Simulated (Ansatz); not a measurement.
Geometry optimisation in Ansatz: input, command and trajectory.

```yaml
crystal:
  lattice:
    - [0.0, 4.1769337839, 4.1769337839]
    - [4.1769337839, 0.0, 4.1769337839]
    - [4.1769337839, 4.1769337839, 0.0]
  atoms:
    - { symbol: Mg, position: [0.5, 0.5, 0.5] }
    - { symbol: Mg, position: [0.75, 0.75, 0.75] }
    - { symbol: Ga, position: [0.125, 0.125, 0.625] }
    - { symbol: Ga, position: [0.125, 0.625, 0.125] }
    - { symbol: Ga, position: [0.625, 0.125, 0.125] }
    - { symbol: Ga, position: [0.125, 0.125, 0.125] }
    - { symbol: O, position: [0.88619569, 0.34141293, 0.88619569] }
    - { symbol: O, position: [0.36380431, 0.36380431, 0.90858707] }
    - { symbol: O, position: [0.36380431, 0.36380431, 0.36380431] }
    - { symbol: O, position: [0.90858707, 0.36380431, 0.36380431] }
    - { symbol: O, position: [0.88619569, 0.88619569, 0.88619569] }
    - { symbol: O, position: [0.34141293, 0.88619569, 0.88619569] }
    - { symbol: O, position: [0.36380431, 0.90858707, 0.36380431] }
    - { symbol: O, position: [0.88619569, 0.88619569, 0.34141293] }
basis:
  ecutwfc: 420
kpoints:
  mp_grid: { grid: [6, 6, 6] }
hamiltonian:
  xc: pbe
scf:
  occupations: { method: gaussian, width: 0.02 }
output:
  forces: true
  stress: true
  eigenvalues: true
relax:
  adjacent_minimum: "off"
  f_tol: 0.005
  max_steps: 80
  cell: { stress_tol: 0.05 }
```

```bash
ansatz run input.yaml --threads 4 --pin off --max-ram 10240MiB --backend cpu --events-out ev --progress --plain --runs-dir out
```

Theory: Ansatz, DFT PBE, scalar-relativistic, plane waves, PAW.

Of 7 frames 6 are shown, positions in Å and forces in eV/Å; the SCF threshold varies from step to step. Steps run on the plane waves of an earlier cell, with a Pulay correction in the pressure. The basis is chosen afresh for the last frame, the zero of the energies, and at times for earlier ones too; energy and pressure step there, also at an unchanged geometry.

```xyz
14
Lattice="0.0000 4.1769 4.1769 4.1769 0.0000 4.1769 4.1769 4.1769 0.0000" Properties=species:S:1:pos:R:3:forces:R:3 pbc="T T T" step=1 free_energy_over_end_meV_per_atom=7.14 pressure_GPa=6.40
Mg    4.1769    4.1769    4.1769    0.0000    0.0000    0.0000
Mg    6.2654    6.2654    6.2654    0.0000    0.0000    0.0000
Ga    3.1327    3.1327    1.0442    0.0000    0.0000    0.0000
Ga    3.1327    1.0442    3.1327    0.0000    0.0000    0.0000
Ga    1.0442    3.1327    3.1327    0.0000    0.0000    0.0000
Ga    1.0442    1.0442    1.0442    0.0000    0.0000    0.0000
O     5.1276    7.4032    5.1276    0.1369   -0.1369    0.1369
O     5.3147    5.3147    3.0392   -0.1369   -0.1369    0.1369
O     3.0392    3.0392    3.0392    0.1369    0.1369    0.1369
O     3.0392    5.3147    5.3147    0.1369   -0.1369   -0.1369
O     7.4032    7.4032    7.4032   -0.1369   -0.1369   -0.1369
O     7.4032    5.1276    5.1276   -0.1369    0.1369    0.1369
O     5.3147    3.0392    5.3147   -0.1369    0.1369   -0.1369
O     5.1276    5.1276    7.4032    0.1369    0.1369   -0.1369
14
Lattice="0.0000 4.2019 4.2019 4.2019 0.0000 4.2019 4.2019 4.2019 0.0000" Properties=species:S:1:pos:R:3:forces:R:3 pbc="T T T" step=2 free_energy_over_end_meV_per_atom=2.48 pressure_GPa=2.71
Mg    4.2019    4.2019    4.2019    0.0000    0.0000    0.0000
Mg    6.3029    6.3029    6.3029    0.0000    0.0000    0.0000
Ga    3.1515    3.1515    1.0505    0.0000    0.0000    0.0000
Ga    3.1515    1.0505    3.1515    0.0000    0.0000    0.0000
Ga    1.0505    3.1515    3.1515    0.0000    0.0000    0.0000
Ga    1.0505    1.0505    1.0505    0.0000    0.0000    0.0000
O     5.1597    7.4461    5.1597    0.0412   -0.0412    0.0412
O     5.3451    5.3451    3.0588   -0.0412   -0.0412    0.0412
O     3.0588    3.0588    3.0588    0.0412    0.0412    0.0412
O     3.0588    5.3451    5.3451    0.0412   -0.0412   -0.0412
O     7.4461    7.4461    7.4461   -0.0412   -0.0412   -0.0412
O     7.4461    5.1597    5.1597   -0.0412    0.0412    0.0412
O     5.3451    3.0588    5.3451   -0.0412    0.0412   -0.0412
O     5.1597    5.1597    7.4461    0.0412    0.0412   -0.0412
14
Lattice="0.0000 4.2213 4.2213 4.2213 0.0000 4.2213 4.2213 4.2213 0.0000" Properties=species:S:1:pos:R:3:forces:R:3 pbc="T T T" step=3 free_energy_over_end_meV_per_atom=1.85 pressure_GPa=0.13
Mg    4.2213    4.2213    4.2213    0.0000    0.0000    0.0000
Mg    6.3320    6.3320    6.3320    0.0000    0.0000    0.0000
Ga    3.1660    3.1660    1.0553    0.0000    0.0000    0.0000
Ga    3.1660    1.0553    3.1660    0.0000    0.0000    0.0000
Ga    1.0553    3.1660    3.1660    0.0000    0.0000    0.0000
Ga    1.0553    1.0553    1.0553    0.0000    0.0000    0.0000
O     5.1835    7.4805    5.1835   -0.0003    0.0003   -0.0003
O     5.3698    5.3698    3.0729    0.0003    0.0003   -0.0003
O     3.0729    3.0729    3.0729   -0.0003   -0.0003   -0.0003
O     3.0729    5.3698    5.3698   -0.0003    0.0003    0.0003
O     7.4805    7.4805    7.4805    0.0003    0.0003    0.0003
O     7.4805    5.1835    5.1835    0.0003   -0.0003   -0.0003
O     5.3698    3.0729    5.3698    0.0003   -0.0003    0.0003
O     5.1835    5.1835    7.4805   -0.0003   -0.0003    0.0003
14
Lattice="0.0000 4.2224 4.2224 4.2224 0.0000 4.2224 4.2224 4.2224 0.0000" Properties=species:S:1:pos:R:3:forces:R:3 pbc="T T T" step=4 free_energy_over_end_meV_per_atom=1.88 pressure_GPa=0.00
Mg    4.2224    4.2224    4.2224    0.0000    0.0000    0.0000
Mg    6.3335    6.3335    6.3335    0.0000    0.0000    0.0000
Ga    3.1668    3.1668    1.0556    0.0000    0.0000    0.0000
Ga    3.1668    1.0556    3.1668    0.0000    0.0000    0.0000
Ga    1.0556    3.1668    3.1668    0.0000    0.0000    0.0000
Ga    1.0556    1.0556    1.0556    0.0000    0.0000    0.0000
O     5.1847    7.4824    5.1847   -0.0002    0.0002   -0.0002
O     5.3712    5.3712    3.0735    0.0002    0.0002   -0.0002
O     3.0735    3.0735    3.0735   -0.0002   -0.0002   -0.0002
O     3.0735    5.3712    5.3712   -0.0002    0.0002    0.0002
O     7.4824    7.4824    7.4824    0.0002    0.0002    0.0002
O     7.4824    5.1847    5.1847    0.0002   -0.0002   -0.0002
O     5.3712    3.0735    5.3712    0.0002   -0.0002    0.0002
O     5.1847    5.1847    7.4824   -0.0002   -0.0002    0.0002
14
Lattice="0.0000 4.2224 4.2224 4.2224 0.0000 4.2224 4.2224 4.2224 0.0000" Properties=species:S:1:pos:R:3:forces:R:3 pbc="T T T" step=5 free_energy_over_end_meV_per_atom=0.03 pressure_GPa=0.29
Mg    4.2224    4.2224    4.2224    0.0000    0.0000    0.0000
Mg    6.3335    6.3335    6.3335    0.0000    0.0000    0.0000
Ga    3.1668    3.1668    1.0556    0.0000    0.0000    0.0000
Ga    3.1668    1.0556    3.1668    0.0000    0.0000    0.0000
Ga    1.0556    3.1668    3.1668    0.0000    0.0000    0.0000
Ga    1.0556    1.0556    1.0556    0.0000    0.0000    0.0000
O     5.1847    7.4824    5.1847   -0.0004    0.0004   -0.0004
O     5.3712    5.3712    3.0735    0.0004    0.0004   -0.0004
O     3.0735    3.0735    3.0735   -0.0004   -0.0004   -0.0004
O     3.0735    5.3712    5.3712   -0.0004    0.0004    0.0004
O     7.4824    7.4824    7.4824    0.0004    0.0004    0.0004
O     7.4824    5.1847    5.1847    0.0004   -0.0004   -0.0004
O     5.3712    3.0735    5.3712    0.0004   -0.0004    0.0004
O     5.1847    5.1847    7.4824   -0.0004   -0.0004    0.0004
14
Lattice="0.0000 4.2247 4.2247 4.2247 0.0000 4.2247 4.2247 4.2247 0.0000" Properties=species:S:1:pos:R:3:forces:R:3 pbc="T T T" step=7 free_energy_over_end_meV_per_atom=0.00 pressure_GPa=0.02
Mg    4.2247    4.2247    4.2247    0.0000    0.0000    0.0000
Mg    6.3370    6.3370    6.3370    0.0000    0.0000    0.0000
Ga    3.1685    3.1685    1.0562    0.0000    0.0000    0.0000
Ga    3.1685    1.0562    3.1685    0.0000    0.0000    0.0000
Ga    1.0562    3.1685    3.1685    0.0000    0.0000    0.0000
Ga    1.0562    1.0562    1.0562    0.0000    0.0000    0.0000
O     5.1874    7.4867    5.1874    0.0001   -0.0001    0.0001
O     5.3744    5.3744    3.0750   -0.0001   -0.0001    0.0001
O     3.0750    3.0750    3.0750    0.0001    0.0001    0.0001
O     3.0750    5.3744    5.3744    0.0001   -0.0001   -0.0001
O     7.4867    7.4867    7.4867   -0.0001   -0.0001   -0.0001
O     7.4867    5.1874    5.1874   -0.0001    0.0001    0.0001
O     5.3744    3.0750    5.3744   -0.0001    0.0001   -0.0001
O     5.1874    5.1874    7.4867    0.0001    0.0001   -0.0001
```

The run took 84 s on 4 threads of Intel(R) Xeon(R) Processor @ 2.50GHz (Skylake/Cascade Lake), with other jobs on the host, peak memory 0.67 GiB.